The second empty band, c2, has one state that looks wrong. At b = c = 0.1667 its PBE level lies between those of two other c2 states, at b = 0 with c = −0.5 and c = 0.3333. G0W0 raises both of these neighbours by 1.46 eV, measured from the valence top, but the state between them by only 1.33 eV. It is also the only place in the table where c2 is raised less than the lowest empty band, c1, at the same k point.

MgS, 2 atoms in the cell, built as rocksalt, space group I4/mmm (139), conventional a = 3.863, c = 5.067 Å, 18.90 Å³ an atom. One-shot G0W0 at finite bands, cutoff and k mesh (short of the basis limit), each kind of level from its own valence top. Ansatz 0.2.0, plane-wave PAW, no spin polarisation, cell relaxed with r2SCAN and then strained; starting functional PBE; cutoff 420 eV; k mesh 6×6×6; fixed occupations.

```tsv
band	b (fraction of the reciprocal vector)	c (fraction of the reciprocal vector)	kohn sham level (eV)	quasiparticle level (eV)	exchange less vxc (eV)	correlation (eV)
v2	0	0	0.000	0.000	-2.817	1.874
v1	0	0	0.000	0.000	-2.817	1.874
c1	0	0	3.085	4.412	4.292	-3.908
c2	0	0	7.629	9.050	4.970	-4.492
v2	0	0.1667	-0.308	-0.335	-2.946	1.976
v1	0	0.1667	-0.208	-0.226	-2.898	1.936
c1	0	0.1667	4.247	5.595	4.437	-4.032
c2	0	0.1667	7.402	8.795	4.991	-4.541
v2	0	0.3333	-0.563	-0.614	-3.050	2.056
v1	0	0.3333	-0.486	-0.533	-3.028	2.038
c1	0	0.3333	4.479	5.782	4.366	-4.006
c2	0	0.3333	6.730	8.188	4.935	-4.420
v2	0	-0.5	-0.718	-0.783	-3.117	2.109
v1	0	-0.5	-0.563	-0.618	-3.062	2.064
c1	0	-0.5	4.276	5.558	4.267	-3.927
c2	0	-0.5	6.332	7.788	4.842	-4.329
v2	0.1667	0.1667	-0.827	-0.894	-3.155	2.144
v1	0.1667	0.1667	-0.363	-0.397	-2.957	1.980
c1	0.1667	0.1667	4.658	6.059	4.584	-4.126
c2	0.1667	0.1667	6.440	7.772	4.647	-4.258
v2	0.1667	-0.5	-1.607	-1.712	-3.370	2.322
v1	0.1667	-0.5	-0.872	-0.948	-3.168	2.150
c1	0.1667	-0.5	4.950	6.324	4.545	-4.114
c2	0.1667	-0.5	6.013	7.429	4.805	-4.331
```

The columns b and c give the position along the second and third reciprocal vectors; the first component is zero throughout, and b = c = 0 is the point Γ. The filled bands are v1, the highest, and v2. The crystal is rocksalt MgS stretched by 5 % in one plane and shortened across it, so each atom has four neighbours at 2.73 Å and two at 2.53 Å, not six at one distance. The levels therefore belong to a strained crystal and shouldn't be read as those of relaxed cubic MgS.

The simplest way to correct a PBE band structure is the scissors step: leave the filled levels alone and lift all empty ones by the same amount. Taken from c1 at Γ, the step is 1.327 eV. The lowest empty level of this crystal isn't in the table; it lies at (−0.5, −0.5, 0), where the same run gives a PBE gap of 2.372 eV. Adding the step predicts $2.372 + 1.327 = 3.699$ eV, against 3.732 eV from G0W0, so a state that had no part in setting the step comes out only about 0.03 eV too low.

Higher up, the rule is rougher, and for some c2 states it falls short by 0.13 eV. The printed output after this text lists the misses of this single step, taken from one state, for all the states. Oddly, the state that looks wrong is hit almost exactly. That agreement is no sign of normal behaviour, because the step came from c1 and the other c2 states all need a larger one.

Two limiting cases show what a smooth rule requires. If every empty orbital met the filled ones in the same way and the correlation term didn't vary from state to state, each would receive the same correction, and one step would be exact for all the empty bands. If the orbitals and their screening changed steadily with energy, the correction would be a smooth function of energy, and a step plus a gentle stretch would do. Both fail when two orbitals of nearly equal energy occupy different regions of the crystal, because a correction depends on where the electron is as well as on its energy.

The filled bands come close to the second case. Each level below the top sinks further in G0W0, by 7 to 10 % of its PBE depth, and the order of the corrections follows the order of the depths. Two filled states with the same PBE energy but at different k points have corrections that differ by only 0.004 eV. The chemistry of an ionic sulfide suggests why: the upper filled bands are built mainly from one atomic shell, S 3p, so a change of k alters the phases between neighbouring atoms much more than the kind of orbital.

The empty bands have no such common parent. They are expected to combine Mg 3s and 3p with the outer s and d orbitals of sulfur, in proportions that change with direction and band. Some of these combinations should have much of their weight near the sulfur ions, where the valence electrons are dense, while others should spread into the space between the ions. States close in energy can thus sample quite different surroundings.

The correction feels this through two large terms of opposite sign. The column "exchange less vxc" replaces the PBE exchange-correlation potential by exact exchange. PBE offers filled and empty orbitals the same local attraction, whereas exact exchange binds an orbital according to its overlap with the filled ones, which is weaker for an empty orbital. The replacement therefore pushes empty levels up, by an amount that depends on the orbital's shape. The column "correlation" then pulls them down again, because the other electrons rearrange around an added charge and screen it.

A quasiparticle level is the PBE level plus the full sum of these two columns, counted from the valence top, with no further renormalisation factor. At Γ the sum lowers the valence top by 0.943 eV and raises c1 by 0.384 eV, which together make the scissors step. Both results are what remains when larger terms, of about 2 to 4 eV, partly cancel. A modest change in an orbital's shape can therefore show up clearly in the correction, unless exchange and correlation change by equal and opposite amounts.

For the odd c2 state they don't. Compared with its neighbour at c = −0.5, the upward push from exchange is weaker by 0.195 eV, while the downward pull of correlation is weaker by only 0.071 eV. The difference is the break of 0.124 eV. The numbers thus place its origin in the column "exchange less vxc", only partly offset by correlation; that a change of orbital shape lies behind it is the natural reading, but the run gives no orbital weights that would prove it.

The first empty band has a milder case of the same kind. Its states at b = 0 with c = 0.1667 and c = −0.5 are only 0.029 eV apart in PBE, yet the second, slightly higher one is raised by 0.066 eV less. No gentle curve through the energies would produce such a drop over so short an interval. Among the filled states, the pair at equal energy shows nothing comparable.

The reversed order at the odd point suggests that c1 and c2 may be trading character. Suppose two orbitals with corrections $A$ and $B$ mix, so that one state takes a share $w$ of the first and the other a share $1-w$. Whatever one correction gains the other loses, and their mean stays at $(A+B)/2$. The mean indeed varies by only 0.03 eV over the six k points, while each band alone varies by 0.12 to 0.13 eV.

A pure trade would also keep the mean of the exchange column fixed. Between the odd point and its neighbour at c = 0.3333 it nearly does: c1 has the larger value at the odd point and c2 the smaller, and the mean only slips from 4.65 to 4.62 eV. Elsewhere the mean moves more. It is $(4.437+4.991)/2$, or 4.71 eV, at c = 0.1667 and $(4.267+4.842)/2$, or 4.55 eV, at c = −0.5, both with b = 0. Along that line the orbitals themselves must therefore change, with correlation making up most of the difference. The odd point lies in another direction from Γ, towards the point X of the cubic crystal and not towards L like its two neighbours, so a different make-up of c1 and c2 is to be expected there. A trade is thus a plausible reading of the odd state, but a steady mean doesn't establish it; that would take the orbital weights.

How far the numbers can be trusted depends on their use. Calculations of this kind typically fall 6 to 9 % short of the converged gap, which here would be 0.24 to 0.37 eV, more than any break discussed. An error shared by neighbouring states would cancel in the comparisons, though no convergence test shows how completely it does. For the band gap of this strained crystal the scissors step is a fair shortcut to G0W0 at the same settings; for transitions into higher empty bands, each state needs its own correction wherever the orbital character changes quickly with k.

Output of the analysis:

```
Corrections and scissors test (eV):
  row       b       c  correction  scissors_less_G0W0
   v2       0       0           0                   0
   v1       0       0           0                   0
   c1       0       0       1.327                   0
   c2       0       0       1.421              -0.094
   v2       0  0.1667      -0.027               0.027
   v1       0  0.1667      -0.018               0.018
   c1       0  0.1667       1.348              -0.021
   c2       0  0.1667       1.393              -0.066
   v2       0  0.3333      -0.051               0.051
   v1       0  0.3333      -0.047               0.047
   c1       0  0.3333       1.303               0.024
   c2       0  0.3333       1.458              -0.131
   v2       0    -0.5      -0.065               0.065
   v1       0    -0.5      -0.055               0.055
   c1       0    -0.5       1.282               0.045
   c2       0    -0.5       1.456              -0.129
   v2  0.1667  0.1667      -0.067               0.067
   v1  0.1667  0.1667      -0.034               0.034
   c1  0.1667  0.1667       1.401              -0.074
   c2  0.1667  0.1667       1.332              -0.005
   v2  0.1667    -0.5      -0.105               0.105
   v1  0.1667    -0.5      -0.076               0.076
   c1  0.1667    -0.5       1.374              -0.047
   c2  0.1667    -0.5       1.416              -0.089
Scissors step from c1 at Gamma (eV): 1.327
Smallest extra depth of a filled level (% of its PBE depth): 6.534
Largest extra depth of a filled level (% of its PBE depth): 9.769
Difference of correction, two filled states of equal PBE energy (eV): 0.004
c2 at (0, 1/6, 1/6) less c2 at (0, 0, -1/2), PBE level (eV): 0.108
same pair, correction (eV): -0.124
same pair, exchange less vxc (eV): -0.195
same pair, correlation (eV): 0.071
c1 at (0, 0, -1/2) less c1 at (0, 0, 1/6), PBE level (eV): 0.029
same c1 pair, correction (eV): -0.066
Spread of c1 corrections over k (eV): 0.119
Spread of c2 corrections over k (eV): 0.126
Spread of the mean of both corrections over k (eV): 0.0285
Opening of the indirect mesh gap (eV): 1.36
```
